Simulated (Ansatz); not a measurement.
CdS, DFT, PBEsol, all-electron PAW with datasets made for the crystal, scalar-relativistic (Ansatz 0.2.0), run on 1 thread of Intel(R) Xeon(R) 6975P-C (Granite Rapids) on a shared host.

Structure from Materials Project entry mp-2469 (possibly hypothetical), not relaxed further. The listed cell was then made from it by scaling, straining or moving an atom.

Command: `ansatz run input.yaml --threads 1 --pin off --max-ram 3072MiB --backend cpu --events-out ev --progress --plain --runs-dir out`

```yaml
crystal:
  lattice:
    - [0.0, 2.9527307908, 2.9527307908]
    - [2.9527307908, 0.0, 2.9527307908]
    - [2.9527307908, 2.9527307908, 0.0]
  atoms:
    - { symbol: Cd, position: [0.0, 0.0, 0.0] }
    - { symbol: S, position: [0.75, 0.75, 0.75] }
kpoints:
  mp_grid: { grid: [7, 7, 7] }
scf:
  occupations: { method: fermi_dirac, width: 0.02 }
hamiltonian:
  xc: pbesol
  pseudopotentials: { kind: all_electron, datasets: crystal }
output:
  forces: true
  stress: true
  eigenvalues: true
  efg: { contact_densities: true }
```

Q: How large is the problem that the program sets up?

A: 20 irreducible k-points, 411 plane waves at Γ, 13 bands.

Q: Estimate the wall time and the peak memory.

A: 4 s of wall time for 8 SCF iterations, with a peak of 0.53 GiB. Times on shared machines scatter by tens of per cent.
